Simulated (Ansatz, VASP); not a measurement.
Pd: VASP beside Ansatz

```xyz
2
Lattice="0.0000 2.8836 2.8836 2.8836 0.0000 2.8836 2.8836 2.8836 0.0000" Properties=species:S:1:pos:R:3 pbc="T T T"
Pd    0.7209    0.7209    0.7209
Pd    5.0463    5.0463    5.0463
```

Alike in both runs: task single point; functional BLYP; k mesh 10 × 10 × 10; occupations fermi-dirac, width 0.05 eV; collinear spin.

```csv
,VASP,Ansatz
version,VASP 6.6.1,Ansatz 0.2.0
potentials or method,"VASP PAW PBE potentials, release 64 (Pd)","plane waves (420 eV) with PAW, scalar-relativistic"
plane-wave cutoff (eV),520,420
valence electrons in the cell,20,36
```

```tsv
	VASP	Ansatz	Ansatz less VASP
pressure (GPa)	5.9	5.9	+0.01
net moment per atom (μB)	0.44	0.44	+0.001
size of the moment on the site where the two differ most (μB)	0.43	0.43	-0.001
```

Site moments also hang on the region over which each program counts them. The two sets of potentials don't hold the same shells in valence.

Caveats: the PAW data sets were made with another functional, which shifts forces and pressure a little (VASP).
